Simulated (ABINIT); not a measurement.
ZnO (zincite): single point with PBEsol

The system is ZnO (zincite).

```
Zn O
1.0
     3.22722    0.00000    0.00000
    -1.61361    2.79485    0.00000
     0.00000    0.00000    5.20557
Zn O
2 2
Direct
  0.66667 0.33333 0.99992
  0.33333 0.66667 0.49992
  0.33333 0.66667 0.87909
  0.66667 0.33333 0.37909
```

The cell isn't the ideal one: cell relaxed.

- Program: ABINIT 10.8.3 (patched build)
- Task: single point
- Functional: PBEsol
- Potentials or basis: PseudoDojo NC SR PBEsol v0.4.1 standard
- Cutoff: 1034 eV
- k mesh: 7 × 7 × 4
- Occupations: fermi-dirac, width 0.05 eV
- Spin: no spin polarisation

- Pressure: -1.1 GPa
- Band gap on the k mesh: 0.77 eV, direct
- Valence electrons inside the program's atomic spheres: Zn 18.18; O 6.25

Levels at points of the mesh, in eV from the valence-band top:
| k point | band 24 | band 25 | band 26 | band 27 | band 28 | band 29 |
| --- | --- | --- | --- | --- | --- | --- |
| (0.00, 0.00, 0.00) | -0.09 | 0.00 | 0.00 | 0.77 | 5.24 | 8.15 |
| (0.00, 0.00, 0.50) | -0.40 | -0.40 | -0.40 | 3.45 | 3.45 | 10.04 |

Run time: 100 s on 1 thread of Arm Neoverse V2, with other jobs on the host, peak memory 0.11 GiB.
